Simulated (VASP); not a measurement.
A run of VASP 6.6.1:

INCAR

```
SYSTEM = SiO2
PREC     = Accurate       ! precision mode
ENCUT    = 600            ! plane-wave cutoff, eV
EDIFF    = 1E-6           ! SCF threshold, eV
ISMEAR   = -1             ! smearing method
SIGMA    = 0.05           ! smearing width, eV
LREAL    = .FALSE.        ! projectors in reciprocal space
LASPH    = .TRUE.         ! aspherical terms in the spheres
NELM     = 80             ! most SCF steps
ALGO     = Normal         ! electronic algorithm
ISIF     = 3              ! what is computed and relaxed
LWAVE    = .FALSE.        ! write WAVECAR
LCHARG   = .FALSE.        ! write CHGCAR
GGA      = PE             ! functional
IBRION   = 2              ! ionic algorithm
NSW      = 60             ! ionic steps
EDIFFG   = -0.01          ! ionic threshold
PSTRESS  = 1300         
KPAR     = 2
```

Contents of KPOINTS:

```
regular mesh
0
G
  7 7 10
  0 0 0
```

The input POSCAR:

```
SiO2
1.0
    4.1773000000      0.0000000000      0.0000000000
    0.0000000000      4.1773000000      0.0000000000
    0.0000000000      0.0000000000      2.6655000000
O Si
4 2
Direct
    0.3061000000      0.3061000000      0.0000000000
    0.6939000000      0.6939000000      0.0000000000
    0.1939000000      0.8061000000      0.5000000000
    0.8061000000      0.1939000000      0.5000000000
    0.0000000000      0.0000000000      0.0000000000
    0.5000000000      0.5000000000      0.5000000000
```

Potentials or basis: VASP PAW PBE potentials, release 64 (O, Si).

Launch:

```sh
$ cat potpaw_PBE.64/O/POTCAR potpaw_PBE.64/Si/POTCAR > POTCAR
$ mpirun -np 2 vasp_std > vasp.out
```

Hardware: 2 MPI ranks on AMD EPYC 9R45 96-Core Processor (Zen 5), with other jobs on the host.

Q: Estimate the wall time of this run.

A: Wall time 2.4 min on 2 MPI ranks on AMD EPYC 9R45 96-Core Processor (Zen 5), with other jobs on the host, peak memory 0.19 GiB a rank. Counts: scf iterations 101, k points 60, ion steps 14.
